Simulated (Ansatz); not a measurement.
Crystal: Ge.

```
CELL_PARAMETERS angstrom
5.24058 0.00000 0.00000
0.00000 5.24058 0.00000
0.00000 0.00000 2.65536
ATOMIC_POSITIONS crystal
Ge 0.00000 0.00000 0.00000
Ge 0.00000 0.50000 0.00000
Ge 0.50000 0.00000 0.00000
```

The cell was built by a generator and needn't be a form met in nature.

| Quantity | Value |
| --- | --- |
| Program | Ansatz 0.2.0 |
| Task | relaxation of cell and atoms |
| Functional | revPBE |
| Dispersion | D3(BJ) |
| Potentials or basis | Ansatz PAW |
| Cutoff | 420 eV (not typed: the program's choice for these potentials) |
| k mesh | 5 × 5 × 10 |
| Occupations | fermi-dirac, width 0.05 eV |
| Spin | no spin polarisation |

At the start: volume 24.31 Å³/atom.

Where does the relaxation end?

It ends after 8 steps and the volume is 25.55 Å³/atom (+5.1 %); space group P4/mmm (No. 123, to 0.05 Å).

Step by step:
```csv
step,energy change (eV),largest force (eV/Å),volume (Å³)
1,0.0000,0.0000,72.93
2,-0.0045,0.0000,72.65
3,-0.0056,0.0000,73.00
4,-0.0144,0.0000,74.29
5,-0.0323,0.0000,76.80
6,-0.0327,0.0000,76.70
7,-0.0327,0.0000,76.64
8,-0.0333,0.0000,76.64
```

Final structure:
```xyz
3
Lattice="5.2600 0.0000 0.0000 0.0000 5.2600 0.0000 0.0000 0.0000 2.7701" Properties=species:S:1:pos:R:3 pbc="T T T"
Ge    0.0000    0.0000    0.0000
Ge    0.0000    2.6300    0.0000
Ge    2.6300    0.0000    0.0000
```

Caveat: the plane-wave basis is chosen anew once the cell has moved, so the energies of steps on either side of that aren't comparable; pairwise dispersion overbinds metals, which lowers pressure and volume; the PAW data sets come from PBE, with cores solved anew for the run's functional, which leaves a small shift of forces and pressure.
